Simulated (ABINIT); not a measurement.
# BN (P1) in ABINIT: convergence with smearing width

Aim: find how far smearing width must go before the results for BN settle, at PBEsol. This setting moves, with any that are tied to it; all else stays.

Everything below comes from runs of ABINIT 10.8.3 (patched build). Logs are shortened: lines on timing, memory, paths and dates and some standing lists are left out, and cuts for length are marked. The log counts tension as positive stress, the text compression.

### Step 1. The crystal as given

The typed cell holds 2 atoms: a = 2.508 Å, b = 2.508 Å, c = 3.274 Å, α = 101.11°, β = 101.11°, γ = 119.81°.

The cell comes from a database or a generator and needn't be the stable form of this composition.

### Step 2. With smearing width 0.272 eV

File run.abi:

```
# Pseudopotentials
pp_dirpath "./"
pseudos "N.GGA_PBE-JTH.xml, B.GGA_PBE-JTH.xml"

# Structure
acell 3*1.0
rprim
     4.7395104555     0.0000000000     0.0000000000
    -2.3559419019     4.1124806520     0.0000000000
    -1.1917842768    -2.0562403259     5.7117728007
ntypat 2
znucl 7 5
natom 2
typat 1 2
xred
     0.6685060000     0.3323850000     0.9849990000
     0.9796430000     0.9834990000     0.0018060000
chkprim 0
chksymtnons 0
tolsym 1.0e-6

# Plane-wave basis
ecut 707.496042 eV
pawecutdg 48.0
pawxcdev 0
pawovlp 30

# k points
kptopt 1
ngkpt 13 13 9
nshiftk 1
shiftk 0.0 0.0 0.0

# Exchange and correlation
ixc -116133

# Bands and occupations
nband 8
occopt 6
tsmear 0.272 eV

# SCF cycle
nstep 100
tolvrs 1.0e-9

# Output
iomode 3
prtwf 0
prtden 0
prteig 0
prtebands 0
enunit 2
```

Potentials or basis: JTH PAW PBE v2.0.

The run is started by

```
$ abinit run.abi > log 2>&1
```

Run time: 2 min. Hardware: 1 thread of Arm Neoverse V1, shared host; peak memory 0.21 GiB.

It converged, with:

```
Free energy            : -352.0063 eV
Pressure               : 1.9 GPa
Largest force          : 2.764 eV/Å
Band gap on the k mesh : 2.70 eV, indirect (least direct gap 4.46 eV)
```

### Step 3. With smearing width 0.2 eV

Changes to run.abi since step 2:

```diff
@@ -39,3 +39,3 @@
 occopt 6
-tsmear 0.272 eV
+tsmear 0.2 eV
```

Potentials or basis: JTH PAW PBE v2.0.

The run is started by

```
$ abinit run.abi > log 2>&1
```

Run time: 2 min. Hardware: 1 thread of Arm Neoverse V1, shared host; peak memory 0.21 GiB.

Results (log left out):

- Free energy: -352.0064 eV
- Pressure: 2.0 GPa
- Largest force: 2.764 eV/Å
- Band gap on the k mesh: 2.70 eV, indirect (least direct gap 4.46 eV)

### Step 4. With smearing width 0.136 eV

Changes to run.abi since step 3:

```diff
@@ -39,3 +39,3 @@
 occopt 6
-tsmear 0.2 eV
+tsmear 0.136 eV
```

The run is started by

```
$ abinit run.abi > log 2>&1
```

Run time: 2 min. Hardware: 1 thread of Arm Neoverse V1, shared host; peak memory 0.21 GiB.

It converged, with:

```yaml
Free_energy: -352.0065 eV
Pressure: 2.0 GPa
Largest_force: 2.764 eV/Å
Band_gap_on_the_k_mesh: 2.70 eV, indirect (least direct gap 4.46 eV)
```

### Step 5. With smearing width 0.1 eV

Changes to run.abi since step 4:

```diff
@@ -39,3 +39,3 @@
 occopt 6
-tsmear 0.136 eV
+tsmear 0.1 eV
```

The run is started by

```
$ abinit run.abi > log 2>&1
```

Wall time 2 min (1 thread of Arm Neoverse V1, shared host); peak memory 0.21 GiB.

It converged, with:

- Free energy: -352.0065 eV
- Pressure: 2.0 GPa
- Largest force: 2.764 eV/Å
- Band gap on the k mesh: 2.70 eV, indirect (least direct gap 4.46 eV)

### Step 6. With smearing width 0.05 eV

Changes to run.abi since step 5:

```diff
@@ -39,3 +39,3 @@
 occopt 6
-tsmear 0.1 eV
+tsmear 0.05 eV
```

Potentials or basis: JTH PAW PBE v2.0.

The run is started by

```
$ abinit run.abi > log 2>&1
```

Wall time 2 min (1 thread of Arm Neoverse V1, shared host); peak memory 0.21 GiB.

Results (log left out):

| Item | Value |
| --- | --- |
| Free energy | -352.0065 eV |
| Pressure | 2.0 GPa |
| Largest force | 2.764 eV/Å |
| Band gap on the k mesh | 2.70 eV, indirect (least direct gap 4.46 eV) |

### Step 7. With smearing width 0.025 eV

Changes to run.abi since step 6:

```diff
@@ -39,3 +39,3 @@
 occopt 6
-tsmear 0.05 eV
+tsmear 0.025 eV
```

The run is started by

```
$ abinit run.abi > log 2>&1
```

Wall time 2 min (1 thread of Arm Neoverse V1, shared host); peak memory 0.21 GiB.

It converged, with:

* Free energy: -352.0065 eV
* Pressure: 2.0 GPa
* Largest force: 2.764 eV/Å
* Band gap on the k mesh: 2.70 eV, indirect (least direct gap 4.46 eV)

### Step 8. With smearing width 0.01 eV

Changes to run.abi since step 7:

```diff
@@ -39,3 +39,3 @@
 occopt 6
-tsmear 0.025 eV
+tsmear 0.01 eV
```

Potentials or basis: JTH PAW PBE v2.0.

The run is started by

```
$ abinit run.abi > log 2>&1
```

run.abo:

```text
.Version 10.8.3 of ABINIT
 Symmetries : space group P1 (#  1); Bravais aP (primitive triclinic)
================================================================================
 Values of the parameters that define the memory need of the present run
     intxc =       0    ionmov =       0      iscf =      17    lmnmax =       8
     lnmax =       4     mgfft =      30  mpssoang =       2    mqgrid =    3001
     natom =       2  nloc_mem =       2    nspden =       1   nspinor =       1
    nsppol =       1      nsym =       1    n1xccc =       1    ntypat =       2
    occopt =       6   xclevel =       2
       mpw =         723          nfft =       17280          nkpt =         761
 PAW method is used; the additional fine FFT grid is defined by:
   mgfftf=        40    nfftf =     36000
================================================================================
================================================================================

--------------------------------------------------------------------------------
------------- Echo of variables that govern the present computation ------------
--------------------------------------------------------------------------------
 -outvars: echo values of preprocessed input variables --------
            acell      1.0000000000E+00  1.0000000000E+00  1.0000000000E+00 Bohr
              amu      1.40067400E+01  1.08110000E+01
          chkprim           0
      chksymtnons           0
             ecut      2.60000000E+01 Hartree
           enunit           2
                       outvar_i_n : Printing only first  50 k-points.
              ixc     -116133
                       outvar_i_n : Printing only first  50 k-points.
         kptrlatt       13    0    0      0   13    0      0    0    9
          kptrlen      5.56785293E+01
            natom           2
            nband           8
            ngfft          24      24      30
          ngfftdg          30      30      40
             nkpt         761
            nstep         100
             nsym           1
           ntypat           2
                       prtocc : prtvol=0, do not print more k-points.
           occopt           6
        pawecutdg      4.80000000E+01 Hartree
          pawovlp      3.0000000000E+01
         pawxcdev           0
           prtden           0
        prtebands           0
           prteig           0
            prtwf           0
            rprim      4.7395104555E+00  0.0000000000E+00  0.0000000000E+00
                      -2.3559419019E+00  4.1124806520E+00  0.0000000000E+00
                      -1.1917842768E+00 -2.0562403259E+00  5.7117728007E+00
          spgroup           1
           tolsym      1.00000000E-06
           tolvrs      1.00000000E-09
           tsmear      3.67493222E-04 Hartree
            typat      1  2
           useylm           1
                       outvars : Printing only first  50 k-points.
           xangst      6.4104797517E-01 -3.4844614478E-01  2.9771988754E+00
                       1.2297069625E+00  2.1383559148E+00  5.4587072363E-03
            xcart      1.2114051066E+00 -6.5846778326E-01  5.6260904969E+00
                       2.3238093742E+00  4.0409070387E+00  1.0315461678E-02
             xred      6.6850600000E-01  3.3238500000E-01  9.8499900000E-01
[... 128 lines left out ...]

 cartesian coordinates (angstrom) at end:
    1      0.64104797516931    -0.34844614477658     2.97719887542649
    2      1.22970696246284     2.13835591482422     0.00545870723627

 cartesian forces (hartree/bohr) at end:
    1     -0.03269808826837    -0.04113661725669     0.01127102240698
    2      0.03269808826837     0.04113661725669    -0.01127102240698
 frms,max,avg= 3.1029138E-02 4.1136617E-02  -1.020E-05 -5.081E-05 -1.097E-05 h/b

 cartesian forces (eV/Angstrom) at end:
    1     -1.68140330242341    -2.11532990975565     0.57957927513215
    2      1.68140330242341     2.11532990975565    -0.57957927513215
 frms,max,avg= 1.5955824E+00 2.1153299E+00  -5.247E-04 -2.613E-03 -5.640E-04 e/A
 length scales=  1.000000000000  1.000000000000  1.000000000000 bohr
              =  0.529177210544  0.529177210544  0.529177210544 angstroms
 Fermi (or HOMO) energy (hartree) =   0.25769   Average Vxc (hartree)=  -0.40093
 Eigenvalues (hartree) for nkpt= 761  k points:
 kpt#   1, nband=  8, wtk=  0.00066, kpt=  0.0000  0.0000  0.0000 (reduced coord)
  -0.51491    0.01562    0.06626    0.12568    0.35026    0.52852    0.60564    0.62833
      occupation numbers for kpt#   1
   2.00000    2.00000    2.00000    2.00000    0.00000    0.00000    0.00000    0.00000
 prteigrs : prtvol=0 or 1, do not print more k-points.

 Fermi (or HOMO) energy (eV) =   7.01219   Average Vxc (eV)= -10.90995
 Eigenvalues (   eV  ) for nkpt= 761  k points:
 kpt#   1, nband=  8, wtk=  0.00066, kpt=  0.0000  0.0000  0.0000 (reduced coord)
 -14.01145    0.42501    1.80306    3.41980    9.53105   14.38167   16.48038   17.09761
 prteigrs : prtvol=0 or 1, do not print more k-points.

--- !EnergyTerms
iteration_state     : {dtset: 1, }
comment             : Components of total free energy in Hartree
kinetic             :  7.85072753633268E+00
hartree             :  3.40600466654150E+00
xc                  : -3.83291727329912E+00
Ewald energy        : -1.01493083149706E+01
psp_core            :  5.23741478605124E-01
local_psp           : -1.21459341963748E+01
PAW spherical_terms :  1.41168493688536E+00
internal            : -1.29360011662799E+01
'-kT*entropy'       :  2.80169744979925E-08
total_energy        : -1.29360011382629E+01
total_energy_eV     : -3.52006523451722E+02
...

--- !EnergyTermsDC
iteration_state     : {dtset: 1, }
comment             : '"Double-counting" decomposition of free energy'
band_energy         : -9.50729415813807E-01
Ewald energy        : -1.01493083149706E+01
psp_core            :  5.23741478605124E-01
xc_dc               : -2.61019757617045E+00
PAW spherical_terms :  2.50492826385611E-01
internal            : -1.29360010019641E+01
'-kT*entropy'       :  2.80169744979925E-08
total_energy_dc     : -1.29360009739471E+01
total_energy_dc_eV  : -3.52006518980462E+02
...

--- !EnergyTermsWithPAWCore
iteration_state     : {dtset: 1, }
comment             : 'Components of total free energy, including PAW core contributions'
Total energy        : -7.93790549562588E+01
Total energy DC     : -7.93790547919430E+01
Total energy (eV)   : -2.16001412425571E+03
Total energy DC (eV): -2.16001411978445E+03
...

 Cartesian components of stress tensor (hartree/bohr^3)
  sigma(1 1)=  2.01768113E-04  sigma(3 2)= -4.00882565E-05
  sigma(2 2)= -2.27923885E-04  sigma(3 1)= -1.85305974E-05
  sigma(3 3)= -1.73067749E-04  sigma(2 1)=  1.80685661E-04

-Cartesian components of stress tensor (GPa)         [Pressure=  1.9538E+00 GPa]
- sigma(1 1)=  5.93622284E+00  sigma(3 2)= -1.17943723E+00
- sigma(2 2)= -6.70575222E+00  sigma(3 1)= -5.45188998E-01
- sigma(3 3)= -5.09182896E+00  sigma(2 1)=  5.31595568E+00

== END DATASET(S) ==============================================================
================================================================================

 -outvars: echo values of variables after computation  --------
            acell      1.0000000000E+00  1.0000000000E+00  1.0000000000E+00 Bohr
           etotal     -1.2936000974E+01
            fcart     -3.2698088268E-02 -4.1136617257E-02  1.1271022407E-02
                       3.2698088268E-02  4.1136617257E-02 -1.1271022407E-02
            rprim      4.7395104555E+00  0.0000000000E+00  0.0000000000E+00
                      -2.3559419019E+00  4.1124806520E+00  0.0000000000E+00
                      -1.1917842768E+00 -2.0562403259E+00  5.7117728007E+00
           strten      2.0176811335E-04 -2.2792388514E-04 -1.7306774879E-04
                      -4.0088256514E-05 -1.8530597412E-05  1.8068566116E-04
           xangst      6.4104797517E-01 -3.4844614478E-01  2.9771988754E+00
                       1.2297069625E+00  2.1383559148E+00  5.4587072363E-03
             xred      6.6850600000E-01  3.3238500000E-01  9.8499900000E-01
                       9.7964300000E-01  9.8349900000E-01  1.8060000000E-03
 Calculation completed.
```

It took 2 min on 1 thread of Arm Neoverse V1, shared host; peak memory 0.21 GiB.

Results:

| Quantity | Value |
| --- | --- |
| Free energy | -352.0065 eV |
| Pressure | 2.0 GPa |
| Largest force | 2.764 eV/Å |
| Band gap on the k mesh | 2.70 eV, indirect (least direct gap 4.46 eV) |

### Step 9. Summary

```tsv
smearing width	energy less the tightest run (meV/atom)	SCF cycles	CPU time (s)	peak memory (GiB)
0.272 eV	0.12	11	120	0.21
0.2 eV	0.05	11	120	0.21
0.136 eV	0.01	11	120	0.21
0.1 eV	0.00	11	120	0.21
0.05 eV	0.00	11	120	0.21
0.025 eV	0.00	11	120	0.21
0.01 eV	0.00	11	120	0.21
```

Against the tightest run, the energy stays within 1 meV/atom from 0.272 eV on. The tightest run that finished is the yardstick and may itself not be fully converged.

Caveats: the PAW data sets were made with another functional, which shifts forces and pressure a little; an odd mesh through Γ misses points on the zone boundary, where band edges often lie; the atomic spheres overlap.
